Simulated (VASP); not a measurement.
# Se (Cmcm) in VASP: equation of state

How stiff is Se in PBE, and what volume does it want? The cell is scaled to several volumes.

Everything below comes from runs of VASP 6.6.1. Logs are shortened: lines on timing, memory, paths and dates and some standing lists are left out, and cuts for length are marked.

## Step 1: The crystal as given

The structure is orthorhombic, space group Cmcm (No. 63). The conventional cell has a = 2.789 Å, b = 8.078 Å, c = 4.613 Å, α = 90.00°, β = 90.00°, γ = 90.00°. Around Se (site symmetry m2m) lie 4 Se at 2.53 to 2.79 Å.

This isn't the form of Se at room conditions, which is trigonal, of chains.

## Step 2: Equation of state, PBE, 24.42 Å³/atom (volume scaled by 0.94)

INCAR reads:

```
PREC = Accurate ; ENCUT = 520
EDIFF = 1E-7 ; ISMEAR = -1
SIGMA = 0.05 ; LREAL = False
LASPH = True ; NELM = 60
ALGO = Normal ; ISIF = 2
LWAVE = False ; LCHARG = False
GGA = PE ; NBANDS = 13
```

KPOINTS reads:

```
regular mesh
0
Gamma
  10 10 6
```

POSCAR reads:

```
Se
1.0
    1.3658069654     -3.9565510017      0.0000000000
    1.3658069654      3.9565510017      0.0000000000
    0.0000000000      0.0000000000      4.5192533130
Se
2
Direct
    0.0643446800      0.9356553200      0.2500000000
    0.9356553200      0.0643446800      0.7500000000
```

Potentials or basis: VASP PAW PBE potentials, release 64 (Se).

Run with:

```sh
cat potpaw_PBE.64/Se/POTCAR > POTCAR
mpirun -np 1 vasp_std > vasp.out
```

OUTCAR:

```text
PREC = Accurate
   ENCUT = 520
   EDIFF = 1E-7
   ISMEAR = -1
   LREAL = False
   LASPH = True
   NELM = 60
   ISIF = 2
   GGA = PE

 Found    124 irreducible k-points:

 Following reciprocal coordinates:
            Coordinates               Weight
  0.000000  0.000000  0.000000      1.000000
  0.100000 -0.000000  0.000000      4.000000
  0.200000 -0.000000  0.000000      4.000000
  0.300000 -0.000000  0.000000      4.000000
  0.400000 -0.000000  0.000000      4.000000
  0.500000  0.000000  0.000000      2.000000
   k-points           NKPTS =    124   k-points in BZ     NKDIM =    124   number of bands    NBANDS=     13
   number of dos      NEDOS =    301   number of ions     NIONS =      2
   total plane-waves  NPLWV =  36864
   dimension x,y,z NGX =    32 NGY =   32 NGZ =   36
   dimension x,y,z NGXF=    64 NGYF=   64 NGZF=   72
   ions per type =               2
   NGX,Y,Z   is equivalent  to a cutoff of  12.71, 12.71, 13.24 a.u.
   NGXF,Y,Z  is equivalent  to a cutoff of  25.42, 25.42, 26.49 a.u.
 SYSTEM =  unknown system
   PREC   = accura    normal or accurate (medium, high low for compatibility)
   ISTART =      0    job   : 0-new  1-cont  2-samecut
   ICHARG =      2    charge: 1-file 2-atom 10-const
   ISPIN  =      1    spin polarized calculation?
   LNONCOLLINEAR =      F non collinear calculations
   LSORBIT =      F    spin-orbit coupling
   LASPH  =      T    aspherical Exc in radial PAW
   ENCUT  =  520.0 eV  38.22 Ry    6.18 a.u.   7.78  7.78  8.40*2*pi/ulx,y,z
   NELM   =     60;   NELMIN=  2; NELMDL= -5     # of ELM steps
   EDIFF  = 0.1E-06   stopping-criterion for ELM
   LREAL  =      F    real-space projection
[... 7 lines left out ...]
   TEBEG  =    0.0;   TEEND  =   0.0 temperature during run
   PSTRESS=    0.0 pullay stress
   NELECT =      12.0000    total number of electrons
   NUPDOWN=      -1.0000    fix difference up-down
   EMIN   =  10.00;   EMAX   =-10.00  energy-range for DOS
   EFERMI =   0.00;   METHOD = LEGACY
   ISMEAR =    -1;   SIGMA  =   0.05  broadening in eV -4-tet -1-fermi 0-gaus
   EFERMI_NEDOS =   21; number of points for ismear=-14 and -15
   IALGO  =     38    algorithm
   IMIX   =      4    mixing-type and parameters
     AMIX     =   0.40;   BMIX     =  1.00
     AMIX_MAG =   1.60;   BMIX_MAG =  1.00
  volume/ion in A,a.u.               =      24.42       164.80
  Fermi-wavevector in a.u.,A,eV,Ry     =   1.025339  1.937611 14.304090  1.051321
  Thomas-Fermi vector in A             =   2.159174
   LORBIT       =      0    0 simple, 1 ext, 2 COOP (PROOUT), +10 PAW based schemes
   GGA     = PE    functional components
   LHFCALC =     F    Hartree Fock is set to
   AEXX    =    0.0000 exact exchange contribution
   IVDW    =     0    specifies the selected vdW correction
   LEPSILON=     F    determine dielectric tensor
   LRPA    =     F    only Hartree local field effects (RPA)
 non-spin polarized calculation
  energy-cutoff  :      520.00
  volume of cell :       48.84
 maximum number of plane-waves:      1333
   NGX = 15   NGY = 15   NGZ = 17

 number of electron      11.9999999 magnetization

 Free energy of the ion-electron system (eV)
  ---------------------------------------------------
  ext. energy  EPLUGINS =         0.00000000
  ---------------------------------------------------
  free energy    TOTEN  =        -6.63870408 eV

  energy without entropy =       -6.63255159  energy(sigma->0) =       -6.63562783

 E-fermi :   4.0936     XC(G=0):  -9.3746

 val. band max:        4.0927754735   @ k =   0.2000  -0.0000   0.3333
 cond. band min:       4.1134318672   @ k =   0.1000   0.1000   0.3333
 fundamental gap:      0.0206563937
 Fermi energy:         4.0936049813

 k-point     1 :       0.0000    0.0000    0.0000
  band No.  band energies     occupation
      1     -12.5699      2.00000
      2      -8.1847      2.00000
      3      -3.1302      2.00000
      4       1.3291      2.00000
      5       1.5010      2.00000
      6       6.1113      0.00000
      7       6.3892      0.00000
      8       8.7322      0.00000
      9       9.4045      0.00000
     10      10.7239      0.00000
     11      12.7566      0.00000
     12      12.9781      0.00000
     13      17.1081      0.00000

 k-point     2 :       0.1000   -0.0000    0.0000
  band No.  band energies     occupation
      1     -12.4025      2.00000
      2      -8.0266      2.00000
      3      -2.9809      2.00000
      4       1.2049      2.00000
      5       1.8538      2.00000
      6       4.6174      0.00006
      7       6.4560      0.00000
      8       7.4605      0.00000
      9       9.5575      0.00000
     10      11.0774      0.00000
     11      12.9476      0.00000
     12      14.7642      0.00000
     13      16.6494      0.00000

 k-point     3 :       0.2000   -0.0000    0.0000
  band No.  band energies     occupation
      1     -11.9176      2.00000
      2      -7.5660      2.00000
      3      -2.5573      2.00000
      4       1.1897      2.00000
      5       1.9967      2.00000
      6       2.5160      2.00000
      7       5.0531      0.00000
      8       6.6547      0.00000
      9      10.1156      0.00000
     10      11.8476      0.00000
     11      12.7634      0.00000
     12      14.5788      0.00000
     13      14.5914      0.00000

 k-point     4 :       0.3000   -0.0000    0.0000
  band No.  band energies     occupation
      1     -11.1847      2.00000
      2      -6.8610      2.00000
      3      -1.9477      2.00000
      4      -0.6268      2.00000
      5       1.7420      2.00000
      6       2.5748      2.00000
      7       3.1586      2.00000
      8       6.9515      0.00000
      9      10.7790      0.00000
     10      10.9060      0.00000
     11      11.8042      0.00000
     12      13.5312      0.00000
     13      14.9420      0.00000

 k-point     5 :       0.4000   -0.0000    0.0000
  band No.  band energies     occupation
      1     -10.4000      2.00000
      2      -6.0897      2.00000
      3      -2.4819      2.00000
      4      -1.3494      2.00000
      5       0.7866      2.00000
      6       2.2767      2.00000
      7       3.4494      1.99999
      8       7.2073      0.00000
      9       9.2017      0.00000
     10      10.0168      0.00000
     11      12.6216      0.00000
     12      13.1532      0.00000
     13      14.8193      0.00000

 k-point     6 :       0.5000    0.0000    0.0000
  band No.  band energies     occupation
      1     -10.0159      2.00000
      2      -5.7051      2.00000
      3      -3.2236      2.00000
      4      -1.0835      2.00000
      5       0.0383      2.00000
      6       2.5812      2.00000
      7       3.5104      1.99998
      8       7.2575      0.00000
      9       8.6794      0.00000
     10       9.5545      0.00000
     11      12.0959      0.00000
     12      14.4992      0.00000
     13      15.0441      0.00000

 [... further k-points ...]
[... 5 lines left out ...]
  --------------------------------------------------------------------------------------
  -------------------------------------------------------------------------------------
  Total        1.5267057      0.7356566      3.1001058      0.0000000      0.0000000      0.0000000
  in kB       50.0798637     24.1314221    101.6914224      0.0000000      0.0000000      0.0000000
  external PRESSURE =      58.6342361 kB  Pullay stress =       0.0000000 kB

 VOLUME and BASIS-vectors are now :
 -----------------------------------------------------------------------------
  energy-cutoff  :      520.00
  volume of cell :       48.84
      direct lattice vectors                 reciprocal lattice vectors
     1.365806965 -3.956551002  0.000000000     0.366083944 -0.126372692  0.000000000
     1.365806965  3.956551002  0.000000000     0.366083944  0.126372692  0.000000000
     0.000000000  0.000000000  4.519253313     0.000000000  0.000000000  0.221275492

 POSITION                                       TOTAL-FORCE (eV/Angst)
 -----------------------------------------------------------------------------------
      1.36581      3.44738      1.12981         0.000000     -0.262613     -0.000000
      1.36581     -3.44738      3.38944         0.000000      0.262613      0.000000
 -----------------------------------------------------------------------------------
    total drift:                               -0.000000     -0.000000      0.000000

  FREE ENERGIE OF THE ION-ELECTRON SYSTEM (eV)
  ---------------------------------------------------
  free  energy   TOTEN  =        -6.6387040817 eV

  energy  without entropy=       -6.6325515863  energy(sigma->0) =       -6.63562783
```

Wall time 30 s (1 thread of Intel Xeon Platinum 8559C (Emerald Rapids), shared host); peak memory 0.21 GiB.

Results:

| Quantity | Value |
| --- | --- |
| Free energy | -6.6387 eV |
| Pressure | 5.9 GPa |
| Largest force | 0.263 eV/Å |
| Band gap on the k mesh | none (metal or under the smearing width) |

## Step 3: Equation of state, PBE, 24.94 Å³/atom (volume scaled by 0.96)

INCAR reads:

```
SYSTEM = Se
PREC     = Accurate       ! precision mode
ENCUT    = 520            ! plane-wave cutoff, eV
EDIFF    = 1E-7           ! SCF threshold, eV
ISMEAR   = -1             ! smearing method
SIGMA    = 0.05           ! smearing width, eV
LREAL    = .False.        ! projectors in reciprocal space
LASPH    = .True.         ! aspherical terms in the spheres
NELM     = 80             ! most SCF steps
ALGO     = Normal         ! electronic algorithm
ISIF     = 2              ! what is computed and relaxed
LWAVE    = .False.        ! write WAVECAR
LCHARG   = .False.        ! write CHGCAR
GGA      = PE             ! functional
NBANDS   = 13             ! bands
```

KPOINTS reads:

```
regular mesh
0
Gamma
  10 10 6
  0 0 0
```

POSCAR reads:

```
Se
1.0
    1.3754256413     -3.9844149549      0.0000000000
    1.3754256413      3.9844149549      0.0000000000
    0.0000000000      0.0000000000      4.5510800891
Se
2
Direct
    0.0643446800      0.9356553200      0.2500000000
    0.9356553200      0.0643446800      0.7500000000
```

Potentials or basis: VASP PAW PBE potentials, release 64 (Se).

Run with:

```sh
cat potpaw_PBE.64/Se/POTCAR > POTCAR
mpirun -np 1 vasp_std > vasp.out
```

It took 29 s on 1 thread of Intel Xeon Platinum 8559C (Emerald Rapids), shared host; peak memory 0.21 GiB.

Results (log left out):

| Property | Result |
| --- | --- |
| Free energy | -6.6715 eV |
| Pressure | 4.3 GPa |
| Largest force | 0.156 eV/Å |
| Band gap on the k mesh | none (metal or under the smearing width) |

## Step 4: Equation of state, PBE, 25.46 Å³/atom (volume scaled by 0.98)

INCAR reads:

```
SYSTEM = Se
ALGO     = Normal         ! electronic algorithm
EDIFF    = 1E-7           ! SCF threshold, eV
ENCUT    = 520            ! plane-wave cutoff, eV
GGA      = PE             ! functional
ISIF     = 2              ! what is computed and relaxed
ISMEAR   = -1             ! smearing method
LASPH    = .TRUE.         ! aspherical terms in the spheres
LCHARG   = .FALSE.        ! write CHGCAR
LREAL    = .FALSE.        ! projectors in reciprocal space
LWAVE    = .FALSE.        ! write WAVECAR
NBANDS   = 13             ! bands
NELM     = 100            ! most SCF steps
PREC     = Accurate       ! precision mode
SIGMA    = 0.05           ! smearing width, eV
```

KPOINTS reads:

```
k-points
0
G
  10 10 6
  0 0 0
```

POSCAR reads:

```
Se
1.0
    1.3849116351     -4.0118945471      0.0000000000
    1.3849116351      4.0118945471      0.0000000000
    0.0000000000      0.0000000000      4.5824678402
Se
2
Direct
    0.0643446800      0.9356553200      0.2500000000
    0.9356553200      0.0643446800      0.7500000000
```

Run with:

```sh
cat potpaw_PBE.64/Se/POTCAR > POTCAR
mpirun -np 1 vasp_std > vasp.out
```

Run time: 30 s. Hardware: 1 thread of Intel Xeon Platinum 8559C (Emerald Rapids), shared host; peak memory 0.22 GiB.

The run converged. Its results:

```yaml
Free_energy: -6.6945 eV
Pressure: 2.8 GPa
Largest_force: 0.059 eV/Å
Band_gap_on_the_k_mesh: none (metal or under the smearing width)
```

## Step 5: Equation of state, PBE, 26.50 Å³/atom (volume scaled by 1.02)

INCAR reads:

```
  PREC = Accurate
  ENCUT = 520
  EDIFF = 1E-7
  ISMEAR = -1
  SIGMA = 0.05
  LREAL = False
  LASPH = True
  NELM = 80
  ALGO = Normal
  ISIF = 2
  LWAVE = False
  LCHARG = False
  GGA = PE
  NBANDS = 13
```

KPOINTS reads:

```
Automatic mesh
0
Gamma
  10 10 6
```

POSCAR reads:

```
Se
1.0
    1.4035032715     -4.0657519072      0.0000000000
    1.4035032715      4.0657519072      0.0000000000
    0.0000000000      0.0000000000      4.6439848162
Se
2
Direct
    0.0643446800      0.9356553200      0.2500000000
    0.9356553200      0.0643446800      0.7500000000
```

Run with:

```sh
cat potpaw_PBE.64/Se/POTCAR > POTCAR
mpirun -np 1 vasp_std > vasp.out
```

Run time: 31 s. Hardware: 1 thread of Intel Xeon Platinum 8559C (Emerald Rapids), shared host; peak memory 0.22 GiB.

The run converged. Its results:

```yaml
Free_energy: -6.7151 eV
Pressure: 0.4 GPa
Largest_force: 0.114 eV/Å
Band_gap_on_the_k_mesh: none (metal or under the smearing width)
```

## Step 6: Equation of state, PBE, 27.02 Å³/atom (volume scaled by 1.04)

INCAR reads:

```
ALGO = Normal
EDIFF = 1E-7
ENCUT = 520
GGA = PE
ISIF = 2
ISMEAR = -1
LASPH = True
LCHARG = False
LREAL = False
LWAVE = False
NBANDS = 13
NELM = 60
PREC = Accurate
SIGMA = 0.05
```

KPOINTS reads:

```
k-points
0
Gamma
  10 10 6
```

POSCAR reads:

```
Se
1.0
    1.4126171845     -4.0921536334      0.0000000000
    1.4126171845      4.0921536334      0.0000000000
    0.0000000000      0.0000000000      4.6741414068
Se
2
Direct
    0.0643446800      0.9356553200      0.2500000000
    0.9356553200      0.0643446800      0.7500000000
```

Potentials or basis: VASP PAW PBE potentials, release 64 (Se).

Run with:

```sh
cat potpaw_PBE.64/Se/POTCAR > POTCAR
mpirun -np 1 vasp_std > vasp.out
```

Run time: 29 s. Hardware: 1 thread of Intel Xeon Platinum 8559C (Emerald Rapids), shared host; peak memory 0.22 GiB.

It converged, with:

```yaml
Free_energy: -6.7144 eV
Pressure: -0.6 GPa
Largest_force: 0.191 eV/Å
Band_gap_on_the_k_mesh: none (metal or under the smearing width)
```

## Step 7: Equation of state, PBE, 27.54 Å³/atom (volume scaled by 1.06)

INCAR reads:

```
PREC = Accurate
ENCUT = 520
EDIFF = 1E-7
ISMEAR = -1
SIGMA = 0.05
LREAL = F
LASPH = T
NELM = 100
ALGO = Normal
ISIF = 2
LWAVE = F
LCHARG = F
GGA = PE
NBANDS = 13
```

KPOINTS reads:

```
Automatic mesh
0
Gamma
  10 10 6
```

POSCAR reads:

```
Se
1.0
    1.4216149887     -4.1182190090      0.0000000000
    1.4216149887      4.1182190090      0.0000000000
    0.0000000000      0.0000000000      4.7039138108
Se
2
Direct
    0.0643446800      0.9356553200      0.2500000000
    0.9356553200      0.0643446800      0.7500000000
```

Run with:

```sh
cat potpaw_PBE.64/Se/POTCAR > POTCAR
mpirun -np 1 vasp_std > vasp.out
```

Wall time 30 s (1 thread of Intel Xeon Platinum 8559C (Emerald Rapids), shared host); peak memory 0.22 GiB.

Results (log left out):

```yaml
Free_energy: -6.7072 eV
Pressure: -1.6 GPa
Largest_force: 0.262 eV/Å
Band_gap_on_the_k_mesh: none (metal or under the smearing width)
```

## Step 8: Equation of state, PBE

This step only gathers the single runs of the series.

Results:

| Item | Value |
| --- | --- |
| Equilibrium volume | 26.70 Å³/atom |
| Bulk modulus at fixed shape and positions | 54 GPa |
| Pressure derivative of the bulk modulus | 4.4 |

Energy against volume, from the lowest point:
| volume (Å³/atom) | energy (meV/atom) |
| --- | --- |
| 24.422 | 38.20 |
| 24.941 | 21.80 |
| 25.461 | 10.29 |
| 25.980 | 3.17 |
| 26.500 | 0.00 |
| 27.020 | 0.38 |
| 27.539 | 3.95 |

Caveat: the cell was scaled at fixed shape and fractional positions, which overstates the stiffness of a crystal with free parameters, most of all of layers and chains.
